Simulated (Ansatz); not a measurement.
CsI:

```xyz
2
Lattice="4.5667 0.0000 0.0000 0.0000 4.5667 0.0000 0.0000 0.0000 4.5667" Properties=species:S:1:pos:R:3 pbc="T T T"
Cs    0.0000    0.0000    0.0000
I     2.2833    2.2833    2.2833
```

Base run:

* Program: Ansatz 0.2.0
* Functional: PBEsol
* Potentials or basis: Ansatz PAW
* Cutoff: 420 eV (not typed: the program's choice for these potentials)
* k mesh: 6 × 6 × 6
* Occupations: fermi-dirac, width 0.05 eV
* Spin: no spin polarisation

Its results: band gap on the k mesh 3.72 eV, indirect (least direct gap 3.80 eV); pressure -0.5 GPa.

Q: After a change of settings the same cell gave: band gap on the k mesh 3.53 eV, indirect (least direct gap 3.62 eV); pressure -1.4 GPa. Which change was it?
A. functional from PBEsol to PBE; occupations from fermi-dirac, width 0.05 eV to gaussian, width 0.011 eV
B. functional from PBEsol to PBE
C. functional from PBEsol to LDA

A: C.

LDA binds more tightly than PBEsol, so the same cell stands under less pressure.

Caveats: spin-orbit coupling is left out, which moves the levels of the heavy elements; the PAW data sets come from PBE, with cores solved anew for the run's functional, which leaves a small shift of forces and pressure.
